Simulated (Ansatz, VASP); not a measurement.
# Zr2Ir: VASP beside Ansatz, part 2 of 2

One calculation is typed for both programs; each brings its own data sets and cutoff. How far apart do they land?

VASP 6.6.1 and Ansatz 0.2.0.

So far: The starting structure; VASP: relaxation of cell and atoms, r2SCAN.

## Step 3: Ansatz: relaxation of cell and atoms, r2SCAN

Level of this step: Ansatz beside VASP: Kohn-Sham DFT, plane waves, r2SCAN (Ansatz).

Ansatz runs on its default PAW (the set named soft_2) files.

The same cell, functional, mesh and smearing now go to Ansatz, which takes its cutoff from its data sets.

Contents of input.yaml:

```yaml
crystal:
  lattice:
    - [-3.25088755, 3.25088755, 2.89683748]
    - [3.25088755, -3.25088755, 2.89683748]
    - [3.25088755, 3.25088755, -2.89683748]
  atoms:
    - { symbol: Zr, position: [0.67397406, 0.17397406, 0.84794812] }
    - { symbol: Zr, position: [0.32602594, 0.82602594, 0.15205188] }
    - { symbol: Zr, position: [0.82602594, 0.67397406, 0.5] }
    - { symbol: Zr, position: [0.17397406, 0.32602594, 0.5] }
    - { symbol: Ir, position: [0.75, 0.75, 0.0] }
    - { symbol: Ir, position: [0.25, 0.25, 0.0] }
hamiltonian:
  xc: r2scan
  pseudopotentials: { kind: paw }
kpoints:
  mp_grid: { grid: [6, 6, 6] }
scf:
  occupations: { method: fermi_dirac, width: 0.05 }
relax:
  f_tol: 0.01
  max_steps: 60
  cell: { stress_tol: 0.05 }
output:
  forces: true
  stress: true
  write_density: true
  write_potential: true
  elf: true
  volumetric_format: npy
```

Started as:

```console
$ ansatz run input.yaml --threads 4 --pin off --max-ram 9216MiB --backend cpu --events-out ev --progress --plain --runs-dir out
```

Numbers of over 12 decimals in the logs are rounded to 6 here.

Log:

```text
Engine: ansatz 0.2.0, aarch64-unknown-linux-gnu
Pseudopotentials: kind: paw
Pseudopotential: Zr, paw, valence charge 12, recommended cutoff 500 eV (meta_gga), Zr.paw.azcp
Pseudopotential: Ir, paw, valence charge 17, recommended cutoff 500 eV (meta_gga), Ir.paw.azcp
Functional definition: r2SCAN
  parameter k0 = 0.174
  parameter k1 = 0.065
  parameter a1 = 4.9479
  exchange = r2scan_x(k0 = k0, k1 = k1, a1 = a1)
  correlation = r2scan_c
Crystal: 6 atoms, lattice volume = 122.458 Å³
Basis set: ecut = 500 eV, 3095 PW (Γ), exchange–correlation on 160×160×160 points (64 copies of the dense FFT grid, shifted against one another)
Bands: 50, of which v1, the nominal top of the filled ones, is band 41 counted from 1 (40 counted from 0)
Symmetry: 16 space group operations
Space group: I4/mcm (ITA 140), of the structure as read, at distance tolerance 5.0e-5 Å
k-points: 30 of 216
Non-local potential: Zr, projectors of the file, l = 0: 3, l = 1: 2, l = 2: 2, l = 3: 2
Non-local potential: Ir, projectors of the file, l = 0: 3, l = 1: 2, l = 2: 2, l = 3: 1
PAW form: soft (Blöchl's): semilocal exchange-correlation on the pseudo side does not see the compensation charge
PAW frozen core: Zr, regenerated for the run's functional (the file was generated under x = pbe(κ = 0.804, μ = 0.219515), c = pbe(β = 0.066725))
PAW frozen core: Ir, regenerated for the run's functional (the file was generated under x = pbe(κ = 0.804, μ = 0.219515), c = pbe(β = 0.066725))
PAW one-centre angular grid: Zr, 590 points (default); XC on 160 Gauss nodes
PAW one-centre angular grid: Ir, 590 points (default); XC on 160 Gauss nodes
Initial density: superposition of atomic densities (neutral atoms: chi_scale 0, normalization atom), corrected by the library's trained network
Initial wavefunctions: pseudopotential atomic-orbital guess
Functional: x = r2scan, c = r2scan; τ floored in thin density (d = 2e-4 eV/Å³)
SCF iter   1: F=—  HF=-40681.945145 eV  |F-HF|=—  |Δ(HF+E_count)|=         —  Δρ=1.54e-2  dr2=6.06e-1  dr2_τ=1.58e-1  ethr=1.77e-3  ⟨swp⟩=4.6  Hψ=4879  notcnv=0  defer=3
preconditioner: auto → Kerker (q_TF=auto, 2.552 Å⁻¹)  [metal: Δε(μ)=0.029 eV  Ē_g=4.703 eV  σ=0.050 eV  W_gap=0.14  n_scr=34 (ndim 8)  ℏωp=19.6 eV  f_vac=0.000  D(μ)=5.80/eV (n_scr^D=54)]
SCF iter   2: F=—  HF=-40681.992702 eV  |F-HF|=—  |Δ(HF+E_count)|=   4.76e-2  Δρ=6.06e-3  dr2=2.74e-2  dr2_τ=3.12e-2  ethr=7.39e-4  ⟨swp⟩=2.2  Hψ=2412  notcnv=0  defer=22
SCF iter   3: F=—  HF=-40681.999767 eV  |F-HF|=—  |Δ(HF+E_count)|=   7.06e-3  Δρ=3.38e-3  dr2=1.11e-2  dr2_τ=6.93e-4  ethr=3.34e-5  ⟨swp⟩=2.5  Hψ=2658  notcnv=0  defer=22
SCF iter   4: F=—  HF=-40682.001978 eV  |F-HF|=—  |Δ(HF+E_count)|=   2.21e-3  Δρ=6.48e-4  dr2=4.43e-4  dr2_τ=3.43e-5  ethr=1.36e-5  ⟨swp⟩=2.7  Hψ=2770  notcnv=0  defer=22
SCF iter   5: F=—  HF=-40682.002197 eV  |F-HF|=—  |Δ(HF+E_count)|=   2.18e-4  Δρ=2.26e-4  dr2=1.11e-4  dr2_τ=8.16e-6  ethr=5.41e-7  ⟨swp⟩=2.0  Hψ=1996  notcnv=0  defer=22
SCF iter   6: F=—  HF=-40682.002209 eV  |F-HF|=—  |Δ(HF+E_count)|=   1.24e-5  Δρ=3.49e-5  dr2=2.25e-6  dr2_τ=3.27e-7  ethr=1.35e-7  ⟨swp⟩=2.0  Hψ=1971  notcnv=0  defer=22
SCF iter   7: F=—  HF=-40682.002210 eV  |F-HF|=—  |Δ(HF+E_count)|=   1.07e-6  Δρ=8.88e-6  dr2=1.43e-7  dr2_τ=7.13e-9  ethr=2.74e-9  ⟨swp⟩=2.4  Hψ=2771  notcnv=0  defer=22
SCF iter   8: F=-40682.002210 eV  HF=-40682.002210 eV  |F-HF|=7.42e-10  |Δ(HF+E_count)|=   4.07e-8  Δρ=1.59e-6  dr2=4.39e-9  dr2_τ=3.13e-10  ethr=1.22e-10  ⟨swp⟩=7.9  Hψ=8677  notcnv=0
SCF 1 converged in 8 iterations: F = -40682.002210 eV  dr2 = 4.39e-9
  greatest PAW one-centre occupation: 1.000 electrons in one spin orbital (limit 2), on the Ir atom at site 5 (counted from 0), in its partial waves of l = 0
relax step   1: F+E_penalty+E_count = -40682.00221016 eV  Δ(F+E_penalty+E_count) = +0.000e0 eV  max|allowed force component| = 6.088e-3 eV/Å  Δτ_max = 0.0000 Å  P = -0.250 GPa  Ω = 122.458 Å³  (8 SCF iters, dr2 threshold 1.00e-7 eV, accepted)
[...]
relax step   2: F+E_penalty+E_count = -40682.00134671 eV  Δ(F+E_penalty+E_count) = +8.634e-4 eV  max|allowed force component| = 3.733e-3 eV/Å  Δτ_max = 0.0107 Å  P = +0.677 GPa  Ω = 121.501 Å³  energy of the carried Pulay correction = +5.737e-4 eV  (6 SCF iters, dr2 threshold 6.00e-7 eV, rejected (line search))
[...]
relax step   3: F+E_penalty+E_count = -40682.00295633 eV  Δ(F+E_penalty+E_count) = -7.462e-4 eV  max|allowed force component| = 6.969e-4 eV/Å  Δτ_max = 0.0039 Å  P = +0.008 GPa  Ω = 122.165 Å³  energy of the carried Pulay correction = +1.743e-4 eV  (9 SCF iters, accepted)
[...]
relax step   4: F+E_penalty+E_count = -40682.00276081 eV  Δ(F+E_penalty+E_count) = +1.955e-4 eV  max|allowed force component| = 6.923e-4 eV/Å  Δτ_max = 0.0000 Å  P = +0.007 GPa  Ω = 122.165 Å³  stress off target by 8.77e-3 GPa  SCF on the basis re-selected at this cell (its energy is not comparable with the rows above)  (4 SCF iters)
basis re-selected at this cell: Δ(F+E_penalty+E_count) = +1.955e-4 eV, ΔP = -0.001 GPa vs the last step (what re-selecting the basis moved, of the pressure what is left beyond the Pulay correction that the steps carried, after the strain that the cell walked since its last selection, with what the two solves' SCF thresholds leave and, on support functions, any second-order correction that the steps lacked; it is no m [...]
SCF converged after 4 iterations
Free energy (F): -40682.002761 eV
Harris-Foulkes:  -40682.002761 eV  (|F-HF|=2.91e-11)
Internal energy: -40681.952229 eV  (E = F + TS)
E sigma→0 (E₀):  -40681.977495 eV
Entropy (-TS):   -0.050531 eV (-8.422 meV/atom)
Fermi energy:    16.449280 eV
--- Per-component energies (eV) ---
  E_band       = -807.987662
  E_kinetic    = 2573.703049
  E_local      = -6038.706467  (includes V_loc(G=0)·N_el)
  E_nonlocal   = 465.539487
  E_hartree    = 2207.475579
  E_xc         = -1133.839724
  E_vxc        = -1512.421939  (∫ρ·V_xc dr)
  E_paw        = -30382.772745  (= ΣΔE_a)
  E_vpaw       = -802.937937  (= ΣTr[D̂ρ^β])
  E_aug_tail   = -0.000000  (compensation charges beyond the density's cutoff)
  E_vtau       = 91.884988  (kinetic-family band-sum trace: ∫τ·v_τ [+ j·A + Jᵃ·Aᵃ] dr)
  E_ewald      = -8372.058655
  E_core_change = -1.292754  (= ΣΔE_core)
  E_smearing   = -0.050531  (= −TS)
  E_closure    = -0.000000  (closes the sum)
  Σ components = -40682.002761   (vs F -40682.002761, Δ=0.00e0)
--- Forces (eV/Å), atoms counted from 1 ---
  atom   1  Zr    -0.00069235    -0.00069235    -0.00000000
  atom   2  Zr     0.00069235     0.00069235    -0.00000000
  atom   3  Zr    -0.00069235     0.00069235    -0.00000000
  atom   4  Zr     0.00069235    -0.00069235    -0.00000000
  atom   5  Ir    -0.00000000     0.00000000     0.00000000
  atom   6  Ir    -0.00000000     0.00000000     0.00000000
  max |Σ_I F_I| component: 3.17e-17 eV/Å
--- Stress (GPa, compression-positive) ---
        0.006851       0.000000       0.000000
        0.000000       0.006851       0.000000
        0.000000      -0.000000       0.008770
  P = ⅓ Tr σ = 0.0075 GPa (0.075 kbar)
--- Band table (eV; the first three rows and the last of 30) ---
  k-point 0: bands = [... 37 lower, 15.7210, 16.1935, 16.8692, 16.8692, 16.9819, 16.9819, 17.0738, 17.0746, ... 5 higher]
  k-point 1: bands = [... 37 lower, 15.8996, 16.1346, 16.2964, 16.5877, 16.6678, 16.8515, 17.0974, 17.3086, ... 5 higher]
  k-point 2: bands = [... 37 lower, 15.5837, 15.6878, 16.0430, 16.6313, 16.7252, 16.7806, 16.7890, 17.1969, ... 5 higher]
  k-point 29: bands = [... 37 lower, 14.3658, 15.8856, 16.0239, 16.0239, 16.1754, 16.4437, 17.8953, 17.8953, ... 5 higher]
--- Relaxed structure (3 steps of the walk, 2 accepted, 1 SCFs on fresh bases) ---
  F+E_penalty+E_count = -40682.00276081 eV   max|allowed force component| = 6.923e-4 eV/Å   (the final SCF, on the basis selected at the relaxed cell)
  cell:  # Å, volume = 122.1653 Å³
    - [-3.251382, 3.251382, 2.889030]
    - [3.251382, -3.251382, 2.889030]
    - [3.251382, 3.251382, -2.889030]
  atoms:
    - { symbol: Zr, position: [0.673545, 0.173545, 0.847091] }
    - { symbol: Zr, position: [0.326455, 0.826455, 0.152909] }
    - { symbol: Zr, position: [0.826455, 0.673545, 0.500000] }
    - { symbol: Zr, position: [0.173545, 0.326455, 0.500000] }
    - { symbol: Ir, position: [0.750000, 0.750000, 0] }
    - { symbol: Ir, position: [0.25, 0.25, 0] }
```

Wall time 25 s (4 threads of Arm Neoverse V1, shared host); peak memory 0.79 GiB.

## Step 4: Comparison

Known differences besides the potentials themselves: VASP keeps PBE cores, Ansatz makes them for the functional; both relaxations stop at a tolerance, which leaves soft axes loose, and VASP keeps its plane-wave basis; the data sets hold 82 valence electrons in Ansatz (default PAW (the set named soft_2) files) and 66 in VASP; the cutoff is 500 eV in Ansatz and 520 eV in VASP; Ansatz adds a Pulay correction to the stress that steers its cell, VASP none. Total energies have different zeros and are not compared.

Compared:

```csv
quantity,Ansatz,VASP,difference
volume (Å³),122.17,122.44,-0.22 %
"edge a after relaxation, in the typed setting (Å)",5.430,5.434,-0.07 %
```

The walks stopped with 0.01 GPa left in Ansatz and -0.04 GPa in VASP; each walk ends within a tolerance, so the volume difference is uncertain by about these residues over the bulk modulus, most in soft cells.

## Step 5: Results

| Item | Value |
| --- | --- |
| difference in volume (relaxation of cell and atoms, r2SCAN) | -0.22 % |

**Reading.** The difference in volume is -0.22 % (relaxation of cell and atoms, r2SCAN), within the 1.2 % picked in this series as the mark of a large difference, as far as the stopping tolerances let one tell. How closely two codes agree says nothing of how well the functional describes the real material.

[Lines on the potential files, build, host, timing and source positions are cut from VASP's logs without a mark.]

[Logs are printed without paths, hosts, clocks, repeated set-up lines and the standing remarks that a program may print on its own settings, such as how far it seeks lower states.]

[Hosts, paths, dates, database ids (printed as entryN), source tags and the programs' standing remarks are cut or masked in the printed files.]
